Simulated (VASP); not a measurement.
# La (P6_3/mmc) in VASP: settings compared, part 2 of 2

VASP 6.6.1. The steps go on from the part before.

## Step 3: Relaxation of cell and atoms, PW91

The input, INCAR:

```
SYSTEM = La
  PREC = Accurate
  ENCUT = 600
  EDIFF = 1E-6
  ISMEAR = -1
  SIGMA = 0.05
  LREAL = .FALSE.
  LASPH = .TRUE.
  NELM = 80
  ALGO = Normal
  ISIF = 3
  LWAVE = .FALSE.
  LCHARG = .FALSE.
  GGA = 91
  IBRION = 2
  NSW = 60
  EDIFFG = -0.005
```

The input, KPOINTS:

```
Automatic mesh
0
G
  8 8 5
  0 0 0
```

The input, POSCAR:

```
La
1.0
    3.7500000000      0.0000000000      0.0000000000
   -1.8750000000      3.2475952642      0.0000000000
    0.0000000000      0.0000000000      6.0700000000
La
2
Direct
    0.6666666667      0.3333333333      0.7500000000
    0.3333333333      0.6666666667      0.2500000000
```

Potentials or basis: VASP PAW PBE potentials, release 64 (La).

The run is started by

```bash
> cat potpaw_PBE.64/La/POTCAR > POTCAR
> mpirun -np 1 vasp_std > vasp.out
```

OUTCAR:

```text
SYSTEM = La
   PREC = Accurate
   ENCUT = 600
   EDIFF = 1E-6
   ISMEAR = -1
   LREAL = .FALSE.
   LASPH = .TRUE.
   NELM = 80
   ISIF = 3
   GGA = 91
   IBRION = 2
   NSW = 60
   EDIFFG = -0.005

 ion  position               nearest neighbor table
   1  0.667  0.333  0.750-
   2  0.333  0.667  0.250-

  LATTYP: Found a hexagonal cell.
 ALAT       =     3.7500000000
 C/A-ratio  =     1.6186666667

  Lattice vectors:

 A1 = (   3.7500000000,   0.0000000000,   0.0000000000)
 A2 = (  -1.8750000000,   3.2475952642,   0.0000000000)
 A3 = (   0.0000000000,   0.0000000000,   6.0700000000)

Analysis of symmetry for initial positions (statically):
=====================================================================
 Subroutine PRICEL returns:
 Original cell was already a primitive cell.

 Routine SETGRP: Setting up the symmetry group for a
 hexagonal supercell.

 Subroutine GETGRP returns: Found 24 space group operations
 (whereof 12 operations were pure point group operations)
 out of a pool of 24 trial point group operations.

The static configuration has the point symmetry D_3d.
 The point group associated with its full space group is D_6h.

Analysis of symmetry for dynamics (positions and initial velocities):
=====================================================================
 Subroutine PRICEL returns:
 Original cell was already a primitive cell.

 Routine SETGRP: Setting up the symmetry group for a
 hexagonal supercell.

 Subroutine GETGRP returns: Found 24 space group operations
 (whereof 12 operations were pure point group operations)
 out of a pool of 24 trial point group operations.

The dynamic configuration has the point symmetry D_3d.
 The point group associated with its full space group is D_6h.

 Subroutine INISYM returns: Found 24 space group operations
 (whereof 12 operations are pure point group operations),
 and found     1 'primitive' translations

----------------------------------------------------------------------------------------

                                     Primitive cell

  volume of cell :      73.9234

  direct lattice vectors                    reciprocal lattice vectors
     3.750000000  0.000000000  0.000000000     0.266666667  0.153960072  0.000000000
    -1.875000000  3.247595264  0.000000000     0.000000000  0.307920144  0.000000000
     0.000000000  0.000000000  6.070000000     0.000000000  0.000000000  0.164744646

  length of vectors
     3.750000000  3.750000000  6.070000000     0.307920144  0.307920144  0.164744646

  position of ions in fractional coordinates (direct lattice)
     0.666666667  0.333333333  0.750000000
     0.333333333  0.666666667  0.250000000

  ion indices of the primitive-cell ions
   primitive index   ion index
                 1           1
                 2           2

----------------------------------------------------------------------------------------

 KPOINTS: Automatic mesh

Automatic generation of k-mesh.
 Grid dimensions read from file:
 generate k-points for:    8    8    5

 Generating k-lattice:

[... 54 lines left out ...]
   ICHARG =      2    charge: 1-file 2-atom 10-const
   ISPIN  =      1    spin polarized calculation?
   LNONCOLLINEAR =      F non collinear calculations
   LSORBIT =      F    spin-orbit coupling
   LASPH  =      T    aspherical Exc in radial PAW
   ENCUT  =  600.0 eV  44.10 Ry    6.64 a.u.   7.49  7.49 12.12*2*pi/ulx,y,z
   NELM   =     80;   NELMIN=  2; NELMDL= -5     # of ELM steps
   EDIFF  = 0.1E-05   stopping-criterion for ELM
   LREAL  =      F    real-space projection
   EDIFFG = -.5E-02   stopping-criterion for IOM
   NSW    =     60    number of steps for IOM
   IBRION =      2    ionic relax: 0-MD 1-quasi-New 2-CG
   NFREE  =      1    steps in history (QN), initial steepest desc. (CG)
   ISIF   =      3    stress and relaxation
   ISYM   =      2    0-nonsym 1-usesym 2-fastsym
   POTIM  = 0.5000    time-step for ionic-motion
   TEBEG  =    0.0;   TEEND  =   0.0 temperature during run
   PSTRESS=    0.0 pullay stress
   NELECT =      22.0000    total number of electrons
   NUPDOWN=      -1.0000    fix difference up-down
   EMIN   =  10.00;   EMAX   =-10.00  energy-range for DOS
   EFERMI =   0.00;   METHOD = LEGACY
   ISMEAR =    -1;   SIGMA  =   0.05  broadening in eV -4-tet -1-fermi 0-gaus
   EFERMI_NEDOS =   21; number of points for ismear=-14 and -15
   IALGO  =     38    algorithm
   IMIX   =      4    mixing-type and parameters
     AMIX     =   0.40;   BMIX     =  1.00
     AMIX_MAG =   1.60;   BMIX_MAG =  1.00
  volume/ion in A,a.u.               =      36.96       249.43
  Fermi-wavevector in a.u.,A,eV,Ry     =   1.093004  2.065478 16.254307  1.194658
  Thomas-Fermi vector in A             =   2.229281
   LORBIT       =      0    0 simple, 1 ext, 2 COOP (PROOUT), +10 PAW based schemes
   GGA     = 91    functional components
   LHFCALC =     F    Hartree Fock is set to
   AEXX    =    0.0000 exact exchange contribution
   IVDW    =     0    specifies the selected vdW correction
   LEPSILON=     F    determine dielectric tensor
   LRPA    =     F    only Hartree local field effects (RPA)
 conjugate gradient relaxation of ions
 non-spin polarized calculation
  energy-cutoff  :      600.00
  volume of cell :       73.92
 maximum number of plane-waves:      2503
 NGX is ok and might be reduce to    30
   NGX = 15   NGY = 15   NGZ = 25

--------------------------------------- Ionic step        1  -------------------------------------------

 number of electron      21.9999997 magnetization

 Free energy of the ion-electron system (eV)
  ---------------------------------------------------
  ext. energy  EPLUGINS =         0.00000000
  ---------------------------------------------------
  free energy    TOTEN  =        -9.82459860 eV

  energy without entropy =       -9.78737869  energy(sigma->0) =       -9.80598864

------------------------ aborting loop because EDIFF is reached ----------------------------------------

  FORCE on cell =-STRESS in cart. coord.  units (eV):
  Direction    XX          YY          ZZ          XY          YZ          ZX
  --------------------------------------------------------------------------------------
  -------------------------------------------------------------------------------------
  Total        0.2532213      0.2532213      0.1087097      0.0000000      0.0000000     -0.0000000
  in kB        5.4881887      5.4881887      2.3561187      0.0000000      0.0000000     -0.0000000
  external PRESSURE =       4.4441653 kB  Pullay stress =       0.0000000 kB
[... 203 lines left out ...]
--------------------------------------- Ionic step        7  -------------------------------------------

 number of electron      22.0000000 magnetization

 Free energy of the ion-electron system (eV)
  ---------------------------------------------------
  ext. energy  EPLUGINS =         0.00000000
  ---------------------------------------------------
  free energy    TOTEN  =        -9.82725587 eV

  energy without entropy =       -9.79128405  energy(sigma->0) =       -9.80926996

 E-fermi :   7.7085     XC(G=0):  -9.5354

 val. band max:        7.7070822871   @ k =   0.3750  -0.0000   0.4000
 cond. band min:       7.7302363714   @ k =   0.3750   0.2500   0.2000
 fundamental gap:      0.0231540843
 Fermi energy:         7.7084962209

 k-point     1 :       0.0000    0.0000    0.0000
  band No.  band energies     occupation
      1     -25.0778      2.00000
      2     -24.8726      2.00000
      3      -9.5203      2.00000
      4      -8.3699      2.00000
      5      -8.3699      2.00000
      6      -8.1775      2.00000
      7      -8.1775      2.00000
      8      -8.1257      2.00000
      9       4.5658      2.00000
     10       5.9709      2.00000
     11       8.7793      0.00000
     12       8.9693      0.00000
     13       8.9693      0.00000
     14       9.1373      0.00000
[... 401 lines left out ...]
      2     -24.8627      2.00000
      3      -9.3514      2.00000
      4      -9.2591      2.00000
      5      -8.5987      2.00000
      6      -8.5181      2.00000
      7      -8.4195      2.00000
      8      -8.4187      2.00000
      9       6.0880      2.00000
     10       6.4311      2.00000
     11       7.3367      1.99882
     12       7.7071      1.01414
     13       8.9619      0.00000
     14       9.1900      0.00000
     15       9.2610      0.00000

 [... further k-points ...]

------------------------ aborting loop because EDIFF is reached ----------------------------------------

  FORCE on cell =-STRESS in cart. coord.  units (eV):
  Direction    XX          YY          ZZ          XY          YZ          ZX
  --------------------------------------------------------------------------------------
  -------------------------------------------------------------------------------------
  Total        0.0049328      0.0049328     -0.0073384      0.0000000      0.0000000      0.0000000
  in kB        0.1049944      0.1049944     -0.1561988      0.0000000      0.0000000      0.0000000
  external PRESSURE =       0.0179300 kB  Pullay stress =       0.0000000 kB
[... 17 lines left out ...]
  FREE ENERGIE OF THE ION-ELECTRON SYSTEM (eV)
  ---------------------------------------------------
  free  energy   TOTEN  =        -9.8272558655 eV

  energy  without entropy=       -9.7912840486  energy(sigma->0) =       -9.80926996

 reached required accuracy - stopping structural energy minimisation
```

OSZICAR:

```text
N       E                     dE             d eps       ncg     rms          rms(c)
DAV:   1     0.260173490587E+03    0.26017E+03   -0.88331E+03   900   0.223E+03
DAV:   2     0.321655375222E+02   -0.22801E+03   -0.22619E+03  1380   0.350E+02
DAV:   3    -0.543144770357E+01   -0.37597E+02   -0.37206E+02  1512   0.165E+02
[... 52 lines left out ...]
DAV:   1    -0.982746288457E+01   -0.21342E-03   -0.16890E-02  1433   0.298E+00    0.670E-02
DAV:   2    -0.982730658359E+01    0.15630E-03   -0.52149E-04  1581   0.280E-01    0.347E-02
DAV:   3    -0.982725590805E+01    0.50676E-04   -0.27683E-04  1704   0.203E-01    0.884E-03
DAV:   4    -0.982725581950E+01    0.88551E-07   -0.10826E-05  1321   0.322E-02    0.551E-03
DAV:   5    -0.982725586546E+01   -0.45967E-07   -0.76672E-07   912   0.157E-02
   7 F= -.98272559E+01 E0= -.98092700E+01  d E =-.414668E-03
```

It took 6.5 min on 1 thread of Intel Xeon Platinum 8259CL at 2.50GHz (Skylake/Cascade Lake), shared host; peak memory 0.23 GiB.

Results:

```
Free energy                            : -9.8273 eV
Relaxed volume                         : 37.64 Å³/atom
Relaxed cell                           : a = 3.791 Å, b = 3.791 Å, c = 6.048 Å, α = 90.00°, β = 90.00°, γ = 120.00°
Space group after relaxing (to 0.05 Å) : P6_3/mmc (No. 194)
Energy gained by relaxing              : 1.3 meV/atom
Ionic steps                            : 7
Pressure after relaxing                : 0.0 GPa
Band gap on the k mesh                 : none (metal or under the smearing width)
```

The path:
```csv
step,energy change (eV),largest force (eV/Å),pressure (GPa),volume (Å³)
1,0.0000,0.0000,0.44,73.92
2,-0.0021,0.0000,0.07,75.03
3,-0.0022,0.0000,-0.03,75.34
4,-0.0025,0.0000,-0.02,75.32
5,-0.0026,0.0000,-0.01,75.30
6,-0.0027,0.0000,0.01,75.26
7,-0.0027,0.0000,0.00,75.27
```

Final structure:
```
La
1.0
     3.79083    0.00000    0.00000
    -1.89542    3.28296    0.00000
     0.00000    0.00000    6.04833
La
2
Direct
  0.66667 0.33333 0.75000
  0.33333 0.66667 0.25000
```

Caveat: the PAW data sets were made with another functional, which shifts forces and pressure a little.

## Step 4: Relaxation of cell and atoms, AM05

The input, INCAR:

```
PREC = Accurate
ENCUT = 600
EDIFF = 1E-6
ISMEAR = -1
SIGMA = 0.05
LREAL = F
LASPH = T
NELM = 60
ALGO = Fast
ISIF = 3
LWAVE = F
LCHARG = F
GGA = AM
IBRION = 2
NSW = 40
EDIFFG = -0.01
```

The input, KPOINTS:

```
Automatic mesh
0
Gamma
  8 8 5
```

POSCAR is that of step 3.

The run is started by

```bash
> cat potpaw_PBE.64/La/POTCAR > POTCAR
> mpirun -np 1 vasp_std > vasp.out
```

Run time: 16 min. Hardware: 1 thread of Intel Xeon Platinum 8259CL at 2.50GHz (Skylake/Cascade Lake), shared host; peak memory 0.24 GiB.

The run converged. Its results:

```yaml
Free_energy: -10.1150 eV
Relaxed_volume: 35.59 Å³/atom
Relaxed_cell: a = 3.716 Å, b = 3.716 Å, c = 5.953 Å, α = 90.00°, β = 90.00°, γ = 120.00°
Space_group_after_relaxing_to_0.05_Å: P6_3/mmc (No. 194)
Energy_gained_by_relaxing: 4.7 meV/atom
Ionic_steps: 10
Pressure_after_relaxing: 0.0 GPa
Band_gap_on_the_k_mesh: none (metal or under the smearing width)
```

Step by step:
```
step  energy change (eV)  largest force (eV/Å)  pressure (GPa)  volume (Å³)
   1              0.0000                0.0000           -0.94        73.92
   2             -0.0089                0.0000           -0.20        71.62
   3             -0.0093                0.0000            0.11        71.11
   4             -0.0092                0.0000           -0.06        71.27
   5             -0.0092                0.0000            0.02        71.20
   6             -0.0093                0.0000           -0.06        71.22
   7             -0.0093                0.0000           -0.06        71.24
   8             -0.0093                0.0000           -0.06        71.27
   9             -0.0093                0.0000           -0.06        71.25
  10             -0.0093                0.0000           -0.04        71.18
```

Final structure:
```xyz
2
Lattice="3.7156 0.0000 0.0000 -1.8578 3.2178 0.0000 0.0000 0.0000 5.9534" Properties=species:S:1:pos:R:3 pbc="T T T"
La    1.8578    1.0726    4.4650
La    0.0000    2.1452    1.4883
```

Levels at points of the mesh, in eV from the Fermi level:
```tsv
k point	band 8	band 9	band 10	band 11	band 12	band 13	band 14	band 15
(0.00, 0.00, 0.00)	-15.60	-3.24	-1.85	1.14	1.34	1.34	1.59	1.71
(0.50, 0.00, 0.00)	-15.83	-1.71	-1.20	-1.18	1.20	1.30	1.43	1.54
```

Caveat: the PAW data sets were made with another functional, which shifts forces and pressure a little.

## Step 5: The reference run

An earlier run on the cell as given: functional PBE; potentials or basis VASP PAW PBE potentials, release 64 (La); cutoff 520 eV; k mesh 8 × 8 × 5; occupations fermi-dirac, width 0.05 eV; no spin polarisation.

* Pressure: 0.7 GPa
* Band gap on the k mesh: none (metal or under the smearing width)

## Step 6: The runs side by side

```tsv
task	level	cell	cutoff (eV)	smearing	gap on the mesh (eV)	pressure (GPa)	relaxed volume (Å³/atom)
single point	PBE	as given	520	gaussian 0.011 eV	none	0.8	-
relaxation of cell and atoms	PW91	relaxed	600	fermi-dirac 0.05 eV	none	0.0	37.64
relaxation of cell and atoms	AM05	relaxed	600	fermi-dirac 0.05 eV	none	0.0	35.59
single point	PBE	as given	520	fermi-dirac 0.05 eV	none	0.7	-
```

Alike in all rows: potentials or basis VASP PAW PBE potentials, release 64 (La); no spin polarisation; k mesh 8 × 8 × 5.

Caveats: the PAW data sets were made with another functional, which shifts forces and pressure a little (some runs).

Total energies depend on the potentials used, so only differences within one code and one set of settings carry meaning.
